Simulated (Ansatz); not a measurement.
## FePt: a vibration from a frozen displacement

All numbers below come from Ansatz, DFT PBE, scalar-relativistic, plane waves, PAW. Settings: plane waves to 420 eV, k-mesh 18×18×14 (Γ-centred), Gaussian smearing 0.15 eV. Spin–orbit coupling is left out, which matters for the heavy elements here. Collinear spins, started from moments 3.3, 0.5 μB in atom order; the magnetic state may not be the lowest. Energies are free energies at this smearing, counted from the undisturbed cell; pressure is positive in compression.

The undisturbed cell (as given, not relaxed at this level; it stands at 5.0 GPa, and it needn't be the usual structure):

```xyz
2
Lattice="2.7217 0.0000 0.0000 0.0000 2.7217 0.0000 0.0000 0.0000 3.7000" Properties=species:S:1:pos:R:3 pbc="T T T"
Fe    1.3608    1.3608    1.8500
Pt    0.0000    0.0000    0.0000
```

Every Pt atom is moved by x along the Cartesian unit vector (0.000, 0.000, 1.000); the cell and all other atoms stay fixed. The cell's volume is 27.41 Å³; the moved atoms weigh 195.084 u together and the others 55.845 u. Some rows repeat others by symmetry and weren't run.

| x (Å) | ΔE (meV/cell) | total force on the moved atoms along the move (eV/Å) | pressure (GPa) |
| --- | --- | --- | --- |
| -0.5000 | 1257.19 | 5.2202 | 33.9063 |
| -0.4375 | 954.18 | 4.4884 | 27.0060 |
| -0.3750 | 694.74 | 3.8193 | 20.9245 |
| -0.3125 | 476.86 | 3.1495 | 15.8697 |
| -0.2500 | 301.19 | 2.4735 | 11.8785 |
| -0.1875 | 167.26 | 1.8167 | 8.8363 |
| -0.1250 | 73.52 | 1.1876 | 6.6883 |
| -0.0625 | 18.24 | 0.5853 | 5.4142 |
| 0.0000 | 0.00 | 0.0000 | 4.9929 |
| 0.0625 | 18.24 | -0.5853 | 5.4142 |
| 0.1250 | 73.52 | -1.1876 | 6.6883 |
| 0.1875 | 167.26 | -1.8167 | 8.8363 |
| 0.2500 | 301.19 | -2.4735 | 11.8785 |
| 0.3125 | 476.86 | -3.1495 | 15.8697 |
| 0.3750 | 694.74 | -3.8193 | 20.9245 |
| 0.4375 | 954.18 | -4.4884 | 27.0060 |
| 0.5000 | 1257.19 | -5.2202 | 33.9063 |

Q: What frequency belongs to this motion?

A: The force constant is k = −dF/dx = 9.365 eV/Å², from the parabola through x = -0.0625, 0 and 0.0625. In every cell the moved atoms swing against the rest, so the mass is μ = m₁m₂/(m₁ + m₂) = 43.417 u, and ν̃ = 521.5 cm⁻¹ × √(|k|/μ) = 242 cm⁻¹, at this cell's pressure of 5.0 GPa. To first order in x, and within 1 %, the force on every atom lies along the move and, within each of the two groups, in proportion to the atom's mass, so this is itself a mode at the zone centre of this cell.

Q: How far does the harmonic law reach?

A: At x = -0.500 Å, kx²/2 = 1170.60 meV against the computed 1257.19 meV (+7.4 %): the well is still close to harmonic there.

Q: The pressure changes with x². What does that say about the frequency under compression?

A: With E = k(V)x²/2, k ∝ V^(−2γ) and x scaling with the cell as V^(1/3), P − P0 = −∂E/∂V = (2γ − 2/3) ΔE/V. At x = 0.1250 Å, V(P − P0) = 27.41 × 1.69543 / 160.2 eV = 290.03 meV and ΔE = 73.52 meV, so γ = 1/3 + V(P − P0)/(2ΔE) = 2.31. This is the Grüneisen parameter of the motion under uniform scaling of the cell: shrinking the cell evenly by 1 % in volume raises the frequency by about 2.31 %.

In a metal these slopes depend on the k mesh and the smearing.